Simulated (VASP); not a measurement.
# CdTe (F-43m) in VASP: settings compared

Aim: see how the results for CdTe move with the level of theory and the settings. Levels: PBEsol, PBE. Tasks: equation of state.

Everything below comes from runs of VASP 6.6.1. Logs are shortened: lines on timing, memory, paths and dates and some standing lists are left out, and cuts for length are marked.

**What was measured.**

From “Multiscale insight into the Cd1-xZnxTe vibrational-mechanical properties -- High-pressure experiments and ab initio calculations”, 2023, arxiv:2306.14539, for a powder of CdTe: bulk modulus 42 ± 2 GPa.

How close the calculation comes is told below.

### 1 The crystal as given

Symmetry: F-43m, No. 216, cubic system. Conventional cell: a = 6.410 Å, b = 6.410 Å, c = 6.410 Å, α = 90.00°, β = 90.00°, γ = 90.00°. Around Te (site symmetry -43m) lie 4 Cd at 2.78 Å. Cd (site symmetry -43m) is surrounded by 4 Te at 2.78 Å.

### 2 Equation of state, PBEsol, 30.95 Å³/atom (volume scaled by 0.94)

File INCAR:

```
SYSTEM = CdTe
ALGO = Normal ; EDIFF = 1E-7
ENCUT = 520 ; GGA = PS
ISIF = 2 ; ISMEAR = -1
LASPH = .True. ; LCHARG = .False.
LREAL = .False. ; LWAVE = .False.
NBANDS = 16 ; NELM = 100
PREC = Accurate ; SIGMA = 0.05
```

File KPOINTS:

```
k-points
0
Gamma
  7 7 7
  0 0 0
```

File POSCAR:

```
CdTe
1.0
    0.0000000000      3.1395734784      3.1395734784
    3.1395734784      0.0000000000      3.1395734784
    3.1395734784      3.1395734784      0.0000000000
Te Cd
1 1
Direct
    0.7500000000      0.7500000000      0.7500000000
    0.0000000000      0.0000000000      0.0000000000
```

Potentials or basis: VASP PAW PBE potentials, release 64 (Te, Cd).

On the command line:

```bash
$ cat potpaw_PBE.64/Te/POTCAR potpaw_PBE.64/Cd/POTCAR > POTCAR
$ mpirun -np 1 vasp_std > vasp.out
```

OUTCAR:

```text
SYSTEM = CdTe
   EDIFF = 1E-7
   ENCUT = 520
   GGA = PS
   ISIF = 2
   ISMEAR = -1
   LASPH = .True.
   LREAL = .False.
   NELM = 100
   PREC = Accurate

 Found     20 irreducible k-points:

 Following reciprocal coordinates:
            Coordinates               Weight
  0.000000  0.000000  0.000000      1.000000
  0.142857  0.000000  0.000000      8.000000
  0.285714  0.000000  0.000000      8.000000
  0.428571  0.000000  0.000000      8.000000
  0.142857  0.142857  0.000000      6.000000
  0.285714  0.142857  0.000000     24.000000
   k-points           NKPTS =     20   k-points in BZ     NKDIM =     20   number of bands    NBANDS=     16
   number of dos      NEDOS =    301   number of ions     NIONS =      2
   total plane-waves  NPLWV =  46656
   dimension x,y,z NGX =    36 NGY =   36 NGZ =   36
   dimension x,y,z NGXF=    72 NGYF=   72 NGZF=   72
   ions per type =               1   1
   NGX,Y,Z   is equivalent  to a cutoff of  13.48, 13.48, 13.48 a.u.
   NGXF,Y,Z  is equivalent  to a cutoff of  26.96, 26.96, 26.96 a.u.
 SYSTEM =  CdTe
   PREC   = accura    normal or accurate (medium, high low for compatibility)
   ISTART =      0    job   : 0-new  1-cont  2-samecut
   ICHARG =      2    charge: 1-file 2-atom 10-const
   ISPIN  =      1    spin polarized calculation?
   LNONCOLLINEAR =      F non collinear calculations
   LSORBIT =      F    spin-orbit coupling
   LASPH  =      T    aspherical Exc in radial PAW
   ENCUT  =  520.0 eV  38.22 Ry    6.18 a.u.   8.26  8.26  8.26*2*pi/ulx,y,z
   NELM   =    100;   NELMIN=  2; NELMDL= -5     # of ELM steps
   EDIFF  = 0.1E-06   stopping-criterion for ELM
   LREAL  =      F    real-space projection
   EDIFFG = 0.1E-05   stopping-criterion for IOM
   NSW    =      0    number of steps for IOM
   IBRION =     -1    ionic relax: 0-MD 1-quasi-New 2-CG
   NFREE  =      0    steps in history (QN), initial steepest desc. (CG)
   ISIF   =      2    stress and relaxation
   ISYM   =      2    0-nonsym 1-usesym 2-fastsym
   POTIM  = 0.5000    time-step for ionic-motion
   TEBEG  =    0.0;   TEEND  =   0.0 temperature during run
   PSTRESS=    0.0 pullay stress
   NELECT =      18.0000    total number of electrons
   NUPDOWN=      -1.0000    fix difference up-down
   EMIN   =  10.00;   EMAX   =-10.00  energy-range for DOS
   EFERMI =   0.00;   METHOD = LEGACY
   ISMEAR =    -1;   SIGMA  =   0.05  broadening in eV -4-tet -1-fermi 0-gaus
   EFERMI_NEDOS =   21; number of points for ismear=-14 and -15
   IALGO  =     38    algorithm
   IMIX   =      4    mixing-type and parameters
     AMIX     =   0.40;   BMIX     =  1.00
     AMIX_MAG =   1.60;   BMIX_MAG =  1.00
  volume/ion in A,a.u.               =      30.95       208.84
  Fermi-wavevector in a.u.,A,eV,Ry     =   1.084638  2.049670 16.006447  1.176441
  Thomas-Fermi vector in A             =   2.220733
   LORBIT       =      0    0 simple, 1 ext, 2 COOP (PROOUT), +10 PAW based schemes
   GGA     = PS    functional components
   LHFCALC =     F    Hartree Fock is set to
   AEXX    =    0.0000 exact exchange contribution
   IVDW    =     0    specifies the selected vdW correction
   LEPSILON=     F    determine dielectric tensor
   LRPA    =     F    only Hartree local field effects (RPA)
 non-spin polarized calculation
  energy-cutoff  :      520.00
  volume of cell :       61.89
 maximum number of plane-waves:      1687
 NGX is ok and might be reduce to    36
   NGX = 17   NGY = 17   NGZ = 17

 number of electron      18.0000003 magnetization

 Free energy of the ion-electron system (eV)
  ---------------------------------------------------
  ext. energy  EPLUGINS =         0.00000000
  ---------------------------------------------------
  free energy    TOTEN  =        -5.38533666 eV

  energy without entropy =       -5.38533581  energy(sigma->0) =       -5.38533624

 E-fermi :   3.6353     XC(G=0):  -9.2087

 val. band max:        3.1313389670   @ k =   0.0000   0.0000   0.0000
 cond. band min:       4.0805010290   @ k =   0.0000   0.0000   0.0000
 fundamental gap:      0.9491620620
 Fermi energy:         3.6352916843

 k-point     1 :       0.0000    0.0000    0.0000
  band No.  band energies     occupation
      1      -8.6782      2.00000
      2      -5.5116      2.00000
      3      -5.5116      2.00000
      4      -5.5116      2.00000
      5      -5.1687      2.00000
      6      -5.1687      2.00000
      7       3.1313      1.99992
      8       3.1313      1.99992
      9       3.1313      1.99992
     10       4.0805      0.00027
     11       7.5908      0.00000
     12       7.5908      0.00000
     13       7.5908      0.00000
     14      10.5414      0.00000
     15      12.6408      0.00000
     16      12.6408      0.00000

 k-point     2 :       0.1429    0.0000    0.0000
  band No.  band energies     occupation
      1      -8.5840      2.00000
      2      -5.4929      2.00000
      3      -5.4929      2.00000
      4      -5.4478      2.00000
      5      -5.1705      2.00000
      6      -5.1705      2.00000
      7       1.5540      2.00000
      8       2.9146      2.00000
      9       2.9146      2.00000
     10       5.0425      0.00000
     11       7.6913      0.00000
     12       7.8965      0.00000
     13       7.8965      0.00000
     14      11.4439      0.00000
     15      11.6781      0.00000
     16      11.6781      0.00000

 k-point     3 :       0.2857    0.0000    0.0000
  band No.  band energies     occupation
      1      -8.3698      2.00000
      2      -5.4554      2.00000
      3      -5.4554      2.00000
      4      -5.2112      2.00000
      5      -5.1686      2.00000
      6      -5.1686      2.00000
      7      -0.3524      2.00000
      8       2.5071      2.00000
      9       2.5071      2.00000
     10       5.1421      0.00000
     11       8.2505      0.00000
     12       8.2505      0.00000
     13       9.0029      0.00000
     14      11.1367      0.00000
     15      11.7188      0.00000
     16      11.7188      0.00000

 k-point     4 :       0.4286    0.0000    0.0000
  band No.  band energies     occupation
      1      -8.1995      2.00000
      2      -5.4317      2.00000
      3      -5.4317      2.00000
      4      -5.1592      2.00000
      5      -5.1592      2.00000
      6      -4.8280      2.00000
      7      -1.7138      2.00000
      8       2.2306      2.00000
      9       2.2306      2.00000
     10       4.9713      0.00000
     11       8.2224      0.00000
     12       8.2224      0.00000
     13      10.0351      0.00000
     14      11.6323      0.00000
     15      13.0589      0.00000
     16      13.0589      0.00000

 k-point     5 :       0.1429    0.1429    0.0000
  band No.  band energies     occupation
      1      -8.5528      2.00000
      2      -5.4747      2.00000
      3      -5.4747      2.00000
      4      -5.4519      2.00000
      5      -5.1797      2.00000
      6      -5.1612      2.00000
      7       1.5829      2.00000
      8       2.5465      2.00000
      9       2.5465      2.00000
     10       5.6280      0.00000
     11       6.7772      0.00000
     12       8.4332      0.00000
     13       8.4332      0.00000
     14      10.4273      0.00000
     15      12.0470      0.00000
     16      12.8176      0.00000

 k-point     6 :       0.2857    0.1429    0.0000
  band No.  band energies     occupation
      1      -8.3790      2.00000
      2      -5.4477      2.00000
      3      -5.4339      2.00000
      4      -5.2992      2.00000
      5      -5.1624      2.00000
      6      -5.1552      2.00000
      7       0.1464      2.00000
      8       2.0900      2.00000
      9       2.0978      2.00000
     10       6.0166      0.00000
     11       7.0078      0.00000
     12       8.7274      0.00000
     13       9.0306      0.00000
     14      10.7036      0.00000
     15      12.6710      0.00000
     16      12.6718      0.00000

 [... further k-points ...]

------------------------ aborting loop because EDIFF is reached ----------------------------------------

  FORCE on cell =-STRESS in cart. coord.  units (eV):
  Direction    XX          YY          ZZ          XY          YZ          ZX
  --------------------------------------------------------------------------------------
  -------------------------------------------------------------------------------------
  Total        2.0946167      2.0946167      2.0946167      0.0000000      0.0000000      0.0000000
  in kB       54.2217078     54.2217078     54.2217078      0.0000000      0.0000000      0.0000000
  external PRESSURE =      54.2217078 kB  Pullay stress =       0.0000000 kB

 VOLUME and BASIS-vectors are now :
 -----------------------------------------------------------------------------
  energy-cutoff  :      520.00
  volume of cell :       61.89
      direct lattice vectors                 reciprocal lattice vectors
     0.000000000  3.139573478  3.139573478    -0.159257301  0.159257301  0.159257301
     3.139573478  0.000000000  3.139573478     0.159257301 -0.159257301  0.159257301
     3.139573478  3.139573478  0.000000000     0.159257301  0.159257301 -0.159257301

 POSITION                                       TOTAL-FORCE (eV/Angst)
 -----------------------------------------------------------------------------------
      4.70936      4.70936      4.70936        -0.000000     -0.000000     -0.000000
      0.00000      0.00000      0.00000         0.000000      0.000000      0.000000
 -----------------------------------------------------------------------------------
    total drift:                                0.000000      0.000000      0.000000

  FREE ENERGIE OF THE ION-ELECTRON SYSTEM (eV)
  ---------------------------------------------------
  free  energy   TOTEN  =        -5.3853366576 eV

  energy  without entropy=       -5.3853358137  energy(sigma->0) =       -5.38533624
```

Wall time 11 s (1 thread of Intel Xeon 6975P-C (Granite Rapids), shared host); peak memory 0.21 GiB.

What came out:

```yaml
Free_energy: -5.3853 eV
Pressure: 5.4 GPa
Band_gap_on_the_k_mesh: 0.95 eV, direct
```

Caveat: the PAW data sets were made with another functional, which shifts forces and pressure a little; spin-orbit coupling is left out, which moves the levels of the heavy elements.

### 3 Equation of state, PBEsol, 31.60 Å³/atom (volume scaled by 0.96)

INCAR is that of step 2.

KPOINTS is that of step 2.

File POSCAR:

```
CdTe
1.0
    0.0000000000      3.1616838793      3.1616838793
    3.1616838793      0.0000000000      3.1616838793
    3.1616838793      3.1616838793      0.0000000000
Te Cd
1 1
Direct
    0.7500000000      0.7500000000      0.7500000000
    0.0000000000      0.0000000000      0.0000000000
```

Potentials or basis: VASP PAW PBE potentials, release 64 (Te, Cd).

On the command line:

```bash
$ cat potpaw_PBE.64/Te/POTCAR potpaw_PBE.64/Cd/POTCAR > POTCAR
$ mpirun -np 1 vasp_std > vasp.out
```

Wall time 11 s (1 thread of Intel Xeon 6975P-C (Granite Rapids), shared host); peak memory 0.21 GiB.

The run converged. Its results:

| Property | Result |
| --- | --- |
| Free energy | -5.4244 eV |
| Pressure | 4.1 GPa |
| Band gap on the k mesh | 0.88 eV, direct |

Caveat: the PAW data sets were made with another functional, which shifts forces and pressure a little; spin-orbit coupling is left out, which moves the levels of the heavy elements.

(Part 1 of 2 ends here.)
